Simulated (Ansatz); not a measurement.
## Cu: the change of energy above lowest point and pressure with volume per atom

Equation of state of a cubic crystal from periodic Kohn-Sham density functional theory without spin; pressure corrected for the finite basis. The results are calculated, by Ansatz 0.2.0 development build.

Cell of the first row (space group Fd-3m, No. 227):
```
Cu
1.0
      0.0000     2.6221     2.6221
      2.6221     0.0000     2.6221
      2.6221     2.6221     0.0000
Cu
2
Direct
  0.00000 0.00000 0.00000
  0.25000 0.25000 0.25000
```

Settings of every row: formula Cu; structure type diamond; functional PBE; spin treatment none; k mesh 35x35x35; occupation method fermi-dirac; occupation width 0.061225619 eV; wave cutoff 420 eV; datasets soft-1 PAW; density cutoff ratio 4.

Limits: a cubic model structure, not a phase known at ambient conditions.

```
row  volume per atom (Å³)  energy above lowest point (meV/atom)  pressure (GPa)
  1                18.028                                 12.77           3.864
  2                18.412                                  5.32           2.391
  3                18.795                                     ?               ?
  4                19.179                                     0          -0.072
  5                19.562                                  1.42          -1.097
  6                19.946                                  5.15          -2.004
  7                20.329                                 10.92          -2.807
```

Question: what energy above lowest point and pressure should row 3 give?

Worked fit of energy above lowest point. Take u = (V_r/V)^(2/3) − 1 with V_r = 19.37 Å³ an atom, which is twice the finite (Eulerian) strain; such expansions in the strain, on which the Birch-Murnaghan equation of state is built, carry the rest volume and the bulk modulus. The shown rows have u = 0.04903, 0.03439, 0.00663, -0.00655, -0.01935, -0.0317. Least squares give energy above lowest point = 0.403 − 107.91 × u + 7173.4 × u² + 3515 × u³ meV/atom; a parabola predicts inner rows, each left out in turn, worse (root mean square 0.071 against 0.006 meV/atom). All shown rows lie on it to the printed digit. Its lowest point lies at u = 0.0075, or V = 19.15 Å³ an atom, and the curvature there gives the bulk modulus at fixed shape and fractions, B = (4/9)(1 + u)² E″(u)/V = 54.7 GPa. The withheld row has u = 0.02029, so the fit gives 0.403 − 107.91 × (0.02029) + 7173.4 × (0.02029)² + 3515 × (0.02029)³ = 1.20 meV/atom.

The calculation gave 1.19 meV/atom. The fit lies 0.01 meV/atom (0.078 % of the column's range) above it, one unit of the last digit.

Worked fit of pressure. Take u = (V_r/V)^(2/3) − 1 with V_r = 19.37 Å³ an atom, which is twice the finite (Eulerian) strain; such expansions in the strain, on which the Birch-Murnaghan equation of state is built, carry the rest volume and the bulk modulus. The shown rows have u = 0.04903, 0.03439, 0.00663, -0.00655, -0.01935, -0.0317. Least squares give pressure = −0.5983 + 77.67 × u + 260.39 × u² + 241.1 × u³ GPa; a parabola predicts inner rows, each left out in turn, worse (root mean square 0.0049 against 0.0019 GPa). The rows lie off it by 0.000, 0.000, 0.000, -0.001, 0.001, -0.001. The pressure vanishes at u = 0.0075, or V = 19.15 Å³ an atom, and there the bulk modulus at fixed shape and fractions is B = −V dP/dV = (2/3)(1 + u) dP/du = 54.8 GPa. The withheld row has u = 0.02029, so the fit gives −0.5983 + 77.67 × (0.02029) + 260.39 × (0.02029)² + 241.1 × (0.02029)³ = 1.087 GPa.

The calculation gave 1.085 GPa. The fit lies 0.002 GPa (0.03 % of the column's range) above it; its largest miss of a shown row is 0.001 GPa.
